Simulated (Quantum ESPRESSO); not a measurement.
# MgB2 (P6/mmm) in Quantum ESPRESSO: further runs

The runs below take MgB2 through phonons, with PBEsol, PBE, LDA.

Everything below comes from runs of Quantum ESPRESSO 7.5. Logs are shortened: lines on timing, memory, paths and dates and some standing lists are left out, and cuts for length are marked.

## 1. Starting point

It takes space group P6/mmm (No. 191, hexagonal). The conventional cell has a = 3.085 Å, b = 3.085 Å, c = 3.523 Å, α = 90.00°, β = 90.00°, γ = 120.00°. Around Mg (site symmetry 6/mmm) lie 12 B at 2.51 Å. B (site symmetry -6m2) is surrounded by 3 B at 1.78 Å.

## 2. Phonons, PBEsol

Input file pw.in:

```
&CONTROL
  calculation = 'scf'
  prefix = 'pwscf'
  outdir = './tmp'
  pseudo_dir = './pseudo'
  tprnfor = .true.
  tstress = .true.
  disk_io = 'low'
/
&SYSTEM
  ibrav = 0
  nat = 3
  ntyp = 2
  ecutwfc = 45
  ecutrho = 360
  nbnd = 14
  occupations = 'smearing'
  smearing = 'gaussian'
  degauss = 0.01469973
/
&ELECTRONS
  conv_thr = 6d-10
  electron_maxstep = 120
  mixing_beta = 0.5
/
ATOMIC_SPECIES
Mg    24.3050 mg_pbesol_v1.4.uspp.F.UPF
B     10.8100 b_pbesol_v1.4.uspp.F.UPF
CELL_PARAMETERS angstrom
   3.0850000000    0.0000000000    0.0000000000
  -1.5425000000    2.6716883707    0.0000000000
   0.0000000000    0.0000000000    3.5230000000
ATOMIC_POSITIONS crystal
Mg     0.0000000000    0.0000000000    0.0000000000
B      0.6666666667    0.3333333333    0.5000000000
B      0.3333333333    0.6666666667    0.5000000000
K_POINTS automatic
10 10 8 0 0 0
```

Input file relax.in:

```
&CONTROL
  calculation = 'vc-relax'
  prefix = 'pwscf'
  outdir = './tmp'
  pseudo_dir = './pseudo'
  tprnfor = .true.
  tstress = .true.
  disk_io = 'low'
  nstep = 40
  forc_conv_thr = 0.0001
  etot_conv_thr = 1d-06
/
&SYSTEM
  ibrav = 0
  nat = 3
  ntyp = 2
  ecutwfc = 45
  ecutrho = 360
  nbnd = 14
  occupations = 'smearing'
  smearing = 'gaussian'
  degauss = 0.01469973
/
&ELECTRONS
  conv_thr = 6d-10
  electron_maxstep = 120
  mixing_beta = 0.5
/
&IONS
  ion_dynamics = 'bfgs'
/
&CELL
  cell_dynamics = 'bfgs'
  press = 0
  press_conv_thr = 0.2
/
ATOMIC_SPECIES
Mg    24.3050 mg_pbesol_v1.4.uspp.F.UPF
B     10.8100 b_pbesol_v1.4.uspp.F.UPF
CELL_PARAMETERS angstrom
   3.0850000000    0.0000000000    0.0000000000
  -1.5425000000    2.6716883707    0.0000000000
   0.0000000000    0.0000000000    3.5230000000
ATOMIC_POSITIONS crystal
Mg     0.0000000000    0.0000000000    0.0000000000
B      0.6666666667    0.3333333333    0.5000000000
B      0.3333333333    0.6666666667    0.5000000000
K_POINTS automatic
10 10 8 0 0 0
```

Input file scf2.in:

```
&CONTROL
  calculation = 'scf'
  prefix = 'pwscf'
  outdir = './tmp'
  pseudo_dir = './pseudo'
  tprnfor = .true.
  tstress = .true.
  disk_io = 'low'
/
&SYSTEM
  ibrav = 0
  nat = 3
  ntyp = 2
  ecutwfc = 45
  ecutrho = 360
  nbnd = 14
  occupations = 'smearing'
  smearing = 'gaussian'
  degauss = 0.01469973
/
&ELECTRONS
  conv_thr = 1d-13
  electron_maxstep = 120
  mixing_beta = 0.5
  startingpot = 'file'
  startingwfc = 'file'
/
ATOMIC_SPECIES
Mg    24.3050 mg_pbesol_v1.4.uspp.F.UPF
B     10.8100 b_pbesol_v1.4.uspp.F.UPF
CELL_PARAMETERS angstrom
   3.0682937281    0.0000000000    0.0000000000
  -1.5341468641    2.6572203148    0.0000000000
   0.0000000000    0.0000000000    3.4857883026
ATOMIC_POSITIONS crystal
Mg     0.0000000000    0.0000000000    0.0000000000
B      0.6666666667    0.3333333333    0.5000000000
B      0.3333333333    0.6666666667    0.5000000000
K_POINTS automatic
10 10 8 0 0 0
```

Input file ph.in:

```
phonons of MgB2
&INPUTPH
  prefix = 'pwscf'
  outdir = './tmp'
  tr2_ph = 1d-16
  fildyn = 'dyn'
  niter_ph = 60
  alpha_mix(1) = 0.4
/
0.0000000000 0.0000000000 0.0000000000
```

Input file dynmat.in:

```
&INPUT
  fildyn = 'dyn'
  asr = 'crystal'
  filout = 'dynmat.disp'
  fileig = 'dynmat.eig'
/
```

Potentials or basis: GBRV 1.5 PBEsol.

Launch:

```console
OMP_NUM_THREADS=1 pw.x -in pw.in > pw.out
OMP_NUM_THREADS=1 pw.x -in relax.in > relax.out
OMP_NUM_THREADS=1 pw.x -in scf2.in > scf2.out
OMP_NUM_THREADS=1 ph.x -in ph.in > ph.out
OMP_NUM_THREADS=1 dynmat.x -in dynmat.in > dynmat.out
```

pw.out:

```text
This program is part of the open-source Quantum ESPRESSO suite
     for quantum simulation of materials; please cite
[... 9 lines left out ...]
     --------------------
     sticks:   dense  smooth     PW     G-vecs:    dense   smooth      PW
     Sum         847     421    127                22655     7997    1389

     Using Slab Decomposition

     bravais-lattice index     =            0
     lattice parameter (alat)  =       5.8298  a.u.
     unit-cell volume          =     195.9522 (a.u.)^3
     number of atoms/cell      =            3
     number of atomic types    =            2
     number of electrons       =        16.00
     number of Kohn-Sham states=           14
     kinetic-energy cutoff     =      45.0000  Ry
     charge density cutoff     =     360.0000  Ry
     scf convergence threshold =      6.0E-10
     mixing beta               =       0.5000
     number of iterations used =            8  plain     mixing
     Exchange-correlation= SLA  PW   PSX  PSC
                           (   1   4  10   8   0   0   0)

     celldm(1)=   5.829805  celldm(2)=   0.000000  celldm(3)=   0.000000
     celldm(4)=   0.000000  celldm(5)=   0.000000  celldm(6)=   0.000000

     crystal axes: (cart. coord. in units of alat)
               a(1) = (   1.000000   0.000000   0.000000 )
               a(2) = (  -0.500000   0.866025   0.000000 )
               a(3) = (   0.000000   0.000000   1.141977 )

     reciprocal axes: (cart. coord. in units 2 pi/alat)
               b(1) = (  1.000000  0.577350 -0.000000 )
               b(2) = (  0.000000  1.154701  0.000000 )
               b(3) = (  0.000000 -0.000000  0.875674 )

     PseudoPot. # 1 for Mg read from file:
     mg_pbesol_v1.4.uspp.F.UPF
     Pseudo is Ultrasoft, Zval = 10.0
     Generated by new atomic code, or converted to UPF format
     Using radial grid of  821 points,  7 beta functions with:
                l(1) =   0
                l(2) =   0
                l(3) =   0
                l(4) =   1
                l(5) =   1
                l(6) =   2
                l(7) =   2
     Q(r) pseudized with  8 coefficients,  rinner =    1.200   1.200   1.200
                                                       1.200   1.200

     PseudoPot. # 2 for B  read from file:
     b_pbesol_v1.4.uspp.F.UPF
     Pseudo is Ultrasoft + core correction, Zval =  3.0
     Generated by new atomic code, or converted to UPF format
     Using radial grid of  781 points,  4 beta functions with:
                l(1) =   0
                l(2) =   0
                l(3) =   1
                l(4) =   1
     Q(r) pseudized with  8 coefficients,  rinner =    1.100   1.100   1.100

     atomic species   valence    mass     pseudopotential
     Mg               10.00    24.30500     Mg( 1.00)
     B                 3.00    10.81000     B ( 1.00)

     24 Sym. Ops., with inversion, found

   Cartesian axes

     site n.     atom                  positions (alat units)
         1        Mg     tau(   1) = (   0.0000000   0.0000000   0.0000000  )
         2        B      tau(   2) = (   0.5000000   0.2886751   0.5709887  )
         3        B      tau(   3) = (  -0.0000000   0.5773503   0.5709887  )

     number of k points=    70  Gaussian smearing, width (Ry)=  0.0147
                       cart. coord. in units 2pi/alat
        k(    1) = (   0.0000000   0.0000000   0.0000000), wk =   0.0025000
        k(    2) = (   0.0000000   0.0000000   0.1094593), wk =   0.0050000
        k(    3) = (   0.0000000   0.0000000   0.2189185), wk =   0.0050000
        k(    4) = (   0.0000000   0.0000000   0.3283778), wk =   0.0050000
        k(    5) = (   0.0000000   0.0000000  -0.4378371), wk =   0.0025000
        k(    6) = (   0.0000000   0.1154701   0.0000000), wk =   0.0150000
[... 62 lines left out ...]
        k(   69) = (   0.3000000   0.5196152   0.3283778), wk =   0.0300000
        k(   70) = (   0.3000000   0.5196152  -0.4378371), wk =   0.0150000

     Dense  grid:    22655 G-vectors     FFT dimensions: (  36,  36,  45)

     Smooth grid:     7997 G-vectors     FFT dimensions: (  25,  25,  30)

     Initial potential from superposition of free atoms

     starting charge      15.6992, renormalised to      16.0000
     Starting wfcs are   13 randomized atomic wfcs +    1 random wfcs

     Self-consistent Calculation

     iteration #  1     ecut=    45.00 Ry     beta= 0.50
     Davidson diagonalization with overlap
     ethr =  1.00E-02,  avg # of iterations =  5.9

     total energy              =    -137.78437412 Ry
     estimated scf accuracy    <       0.42232065 Ry

     iteration #  2     ecut=    45.00 Ry     beta= 0.50
     Davidson diagonalization with overlap
     ethr =  2.64E-03,  avg # of iterations =  2.3

     total energy              =    -137.86082203 Ry
     estimated scf accuracy    <       0.00671722 Ry

     iteration #  3     ecut=    45.00 Ry     beta= 0.50
     Davidson diagonalization with overlap
     ethr =  4.20E-05,  avg # of iterations =  4.7

     total energy              =    -137.86107950 Ry
     estimated scf accuracy    <       0.00134500 Ry

     iteration #  4     ecut=    45.00 Ry     beta= 0.50
     Davidson diagonalization with overlap
     ethr =  8.41E-06,  avg # of iterations =  1.7

     total energy              =    -137.86113560 Ry
     estimated scf accuracy    <       0.00003026 Ry

     iteration #  5     ecut=    45.00 Ry     beta= 0.50
     Davidson diagonalization with overlap
     ethr =  1.89E-07,  avg # of iterations =  2.7
[... 8 lines left out ...]
     total energy              =    -137.86114213 Ry
     estimated scf accuracy    <       0.00000068 Ry

     iteration #  7     ecut=    45.00 Ry     beta= 0.50
     Davidson diagonalization with overlap
     ethr =  4.27E-09,  avg # of iterations =  2.0

     total energy              =    -137.86114233 Ry
     estimated scf accuracy    <       0.00000010 Ry

     iteration #  8     ecut=    45.00 Ry     beta= 0.50
     Davidson diagonalization with overlap
     ethr =  5.96E-10,  avg # of iterations =  1.5

     total energy              =    -137.86114235 Ry
     estimated scf accuracy    <          1.7E-09 Ry

     iteration #  9     ecut=    45.00 Ry     beta= 0.50
     Davidson diagonalization with overlap
     ethr =  1.03E-11,  avg # of iterations =  2.6

     End of self-consistent calculation

          k = 0.0000 0.0000 0.0000 (   999 PWs)   bands (ev):

   -65.8490 -32.8125 -32.8125 -32.8012  -3.4260   6.0397   9.3494   9.3494
    10.5858  15.2485  15.2485  17.0847  18.9282  21.5173

          k = 0.0000 0.0000 0.1095 (  1016 PWs)   bands (ev):

   -65.8489 -32.8125 -32.8125 -32.8023  -3.2908   5.0665   9.4010   9.4010
    11.8744  15.2934  15.2934  17.0601  18.9200  21.6454

          k = 0.0000 0.0000 0.2189 (   998 PWs)   bands (ev):

   -65.8488 -32.8122 -32.8122 -32.8050  -2.9116   3.4445   9.5306   9.5306
    14.4318  15.4075  15.4075  17.0010  18.9017  21.9971

          k = 0.0000 0.0000 0.3284 (   998 PWs)   bands (ev):

   -65.8488 -32.8120 -32.8120 -32.8076  -2.4073   2.0966   9.6683   9.6683
    15.5308  15.5308  16.9424  17.2429  18.8852  21.3180

          k = 0.0000 0.0000-0.4378 (   998 PWs)   bands (ev):

   -65.8487 -32.8120 -32.8120 -32.8088  -2.1264   1.5253   9.7279   9.7279
    15.5849  15.5849  16.9182  18.8787  18.9199  20.9385

          k = 0.0000 0.1155 0.0000 (   997 PWs)   bands (ev):

   -65.8486 -32.8163 -32.8134 -32.8006  -3.2518   6.2087   8.4943   8.9529
    10.7416  15.1038  15.9956  17.4650  18.3175  22.3754
[... 76 lines left out ...]
          k = 0.0000 0.4619 0.1095 (   991 PWs)   bands (ev):

   -65.8458 -32.8485 -32.8212 -32.7969  -0.5934   2.7039   7.0115   7.6695
    11.8072  13.4221  14.7756  17.8021  20.8797  21.1943

          k = 0.0000 0.4619 0.2189 (   996 PWs)   bands (ev):

   -65.8457 -32.8482 -32.8210 -32.7993  -0.2718   2.9671   6.1972   7.1139
    10.3842  13.9728  16.9590  19.0801  19.3369  20.9045

          k = 0.0000 0.4619 0.3284 (  1011 PWs)   bands (ev):

   -65.8456 -32.8479 -32.8207 -32.8018   0.1366   3.2831   4.9904   7.2218
     9.2793  14.4786  18.2606  18.3310  19.8351  22.5007

          k = 0.0000 0.4619-0.4378 (   998 PWs)   bands (ev):

   -65.8456 -32.8477 -32.8206 -32.8028   0.3496   3.4393   4.4970   7.2684
     8.8547  14.7420  17.9153  17.9817  21.4499  23.1502

          k = 0.0000-0.5774 0.0000 (  1000 PWs)   bands (ev):

   -65.8455 -32.8524 -32.8222 -32.7953   0.4801   1.1425   6.8080   9.1917
    12.0419  12.8037  14.2560  16.0391  21.4849  22.5527

          k = 0.0000-0.5774 0.1095 (   998 PWs)   bands (ev):

   -65.8455 -32.8523 -32.8221 -32.7963   0.5871   1.2518   6.8483   8.4019
    10.8434  13.3397  15.3587  17.0289  20.7496  21.0060

          k = 0.0000-0.5774 0.2189 (  1008 PWs)   bands (ev):

   -65.8454 -32.8520 -32.8219 -32.7988   0.8825   1.5447   6.9492   7.0129
     9.2815  13.8521  17.6730  18.4875  19.1775  20.6351

          k = 0.0000-0.5774 0.3284 (  1006 PWs)   bands (ev):

   -65.8453 -32.8516 -32.8216 -32.8012   1.2594   1.8949   5.8660   7.0555
     8.1014  14.3732  18.1029  18.1696  20.2843  22.4242

          k = 0.0000-0.5774-0.4378 (  1000 PWs)   bands (ev):

   -65.8453 -32.8515 -32.8215 -32.8022   1.4565   2.0649   5.4006   7.1013
     7.6474  14.6523  17.6899  17.8206  21.9842  24.6056

          k = 0.1000 0.1732 0.0000 (  1003 PWs)   bands (ev):

   -65.8480 -32.8230 -32.8154 -32.7996  -2.9051   6.5444   7.3688   8.0975
    11.0864  15.3567  16.2547  17.2630  18.4828  23.6424

          k = 0.1000 0.1732 0.1095 (   994 PWs)   bands (ev):

   -65.8480 -32.8228 -32.8153 -32.8007  -2.7734   5.5860   7.4377   8.1584
    12.3295  15.4546  15.9685  16.9215  19.0114  21.6675

          k = 0.1000 0.1732 0.2189 (   996 PWs)   bands (ev):

   -65.8479 -32.8226 -32.8151 -32.8033  -2.4059   3.9908   7.6164   8.2910
    14.6760  15.1096  15.8318  16.8890  19.6755  20.0716

          k = 0.1000 0.1732 0.3284 (   993 PWs)   bands (ev):

   -65.8478 -32.8224 -32.8149 -32.8059  -1.9222   2.6720   7.8169   8.4285
    14.3474  15.7184  17.0163  17.7415  19.0518  20.1043

          k = 0.1000 0.1732-0.4378 (   992 PWs)   bands (ev):

   -65.8478 -32.8223 -32.8148 -32.8070  -1.6570   2.1192   7.9080   8.4880
    14.0534  15.8814  17.0834  18.4674  19.5312  20.2539

          k = 0.1000 0.2887 0.0000 (  1004 PWs)   bands (ev):
[... 154 lines left out ...]
          k = 0.3000 0.5196 0.1095 (   985 PWs)   bands (ev):

   -65.8451 -32.8436 -32.8360 -32.7956   1.1111   2.3945   3.5013   9.2611
    10.5938  15.7199  16.0210  16.5161  19.0739  20.9710

          k = 0.3000 0.5196 0.2189 (  1006 PWs)   bands (ev):

   -65.8450 -32.8433 -32.8358 -32.7981   1.4002   2.6635   3.7226   7.8406
     9.1809  14.2862  17.9349  18.4435  19.6409  21.4132

          k = 0.3000 0.5196 0.3284 (  1006 PWs)   bands (ev):

   -65.8450 -32.8430 -32.8355 -32.8005   1.7613   2.9957   3.9710   6.6933
     8.0665  13.1137  19.4468  19.8449  20.8202  22.8984

          k = 0.3000 0.5196-0.4378 (  1006 PWs)   bands (ev):

   -65.8449 -32.8429 -32.8354 -32.8015   1.9452   3.1626   4.0851   6.2342
     7.6294  12.6890  19.6728  20.2418  22.3457  22.4974

     the Fermi energy is     9.0043 ev

!    total energy              =    -137.86114235 Ry
     estimated scf accuracy    <          1.1E-11 Ry
     smearing contrib. (-TS)   =      -0.00111918 Ry
     internal energy E=F+TS    =    -137.86002317 Ry

     The total energy is F=E-TS. E is the sum of the following terms:
     one-electron contribution =     -88.74220404 Ry
     hartree contribution      =      47.32710098 Ry
     xc contribution           =     -22.58899609 Ry
     ewald contribution        =     -73.85592402 Ry

     convergence has been achieved in   9 iterations

     Forces acting on atoms (cartesian axes, Ry/au):

     atom    1 type  1   force =     0.00000000    0.00000000   -0.00000000
     atom    2 type  2   force =     0.00000000    0.00000000    0.00000000
     atom    3 type  2   force =    -0.00000000   -0.00000000    0.00000000

     Total force =     0.000000     Total SCF correction =     0.000000

     Computing stress (Cartesian axis) and pressure

          total   stress  (Ry/bohr**3)                   (kbar)     P=      -29.98
  -0.00020302  -0.00000000   0.00000000          -29.87       -0.00        0.00
  -0.00000000  -0.00020302  -0.00000000           -0.00      -29.87       -0.00
   0.00000000   0.00000000  -0.00020531            0.00        0.00      -30.20

=------------------------------------------------------------------------------=
   JOB DONE.
=------------------------------------------------------------------------------=
```

It took 4.6 min on 1 thread of Arm Neoverse V1, shared host; peak memory 0.14 GiB.

Results:

| Quantity | Value |
| --- | --- |
| Free energy | -1875.7019 eV |
| Relaxed volume | 9.47 Å³/atom |
| Relaxed cell | a = 3.068 Å, b = 3.068 Å, c = 3.486 Å, α = 90.00°, β = 90.00°, γ = 120.00° |
| Space group after relaxing (to 0.05 Å) | P6/mmm (No. 191) |
| Pressure after relaxing | 0.0 GPa |
| Band gap on the k mesh | none (metal or under the smearing width) |
| Highest phonon frequency at Γ | 697 cm⁻¹ |
| Most unstable mode | 29i cm⁻¹ |

Step by step:
| step | energy change (eV) | largest force (eV/Å) | pressure (GPa) | volume (Å³) |
| --- | --- | --- | --- | --- |
| 1 | 0.0000 | 0.0000 | -3.00 | 29.04 |
| 2 | -0.0052 | 0.0000 | -0.73 | 28.60 |
| 3 | -0.0058 | 0.0000 | 0.02 | 28.44 |
| 4 | -0.0059 | 0.0000 | 0.09 | 28.41 |
| 5 | -0.0059 | 0.0000 | 0.02 | 28.42 |
| 6 | -0.0059 | 0.0000 | 0.00 | 28.42 |

Final structure:
```
Mg B
1.0
     3.06829    0.00000    0.00000
    -1.53415    2.65722    0.00000
     0.00000    0.00000    3.48579
Mg B
1 2
Direct
  0.00000 0.00000 0.00000
  0.66667 0.33333 0.50000
  0.33333 0.66667 0.50000
```

Levels at points of the mesh, in eV from the Fermi level:
```
             k point  band 5  band 6  band 7  band 8  band 9  band 10  band 11  band 12
  (0.00, 0.00, 0.00)  -12.56   -2.96    0.33    0.33    1.72     6.28     6.28     8.23
 (0.00, 0.00, -0.50)  -11.21   -7.57    0.73    0.73    6.62     6.62     7.98    10.13
 (0.00, -0.50, 0.00)   -8.60   -7.96   -2.24    0.21    3.12     3.81     5.42     7.28
(0.00, -0.50, -0.50)   -7.59   -7.01   -3.67   -1.94   -1.38     5.75     8.85     8.92
```

Phonon frequencies in cm⁻¹ (negative: imaginary):
```tsv
q point	frequencies
(0.000, 0.000, 0.000)	-29 -29 -28 342 342 407 494 494 697
```

Optical modes at Γ, degenerate ones joined:
| cm⁻¹ | components | symmetry | active in |
| --- | --- | --- | --- |
| 342 | 2 | E1u | IR |
| 407 | 1 | A2u | IR |
| 494 | 2 | E2g | Raman |
| 697 | 1 | B1g | silent |

Caveat: the mesh is thin for the phonons of a metal; before the sum rule the acoustic modes lie tens of cm⁻¹ from zero, a sign that the density grid also shifts the optical modes.

(Part 1 of 3 ends here.)
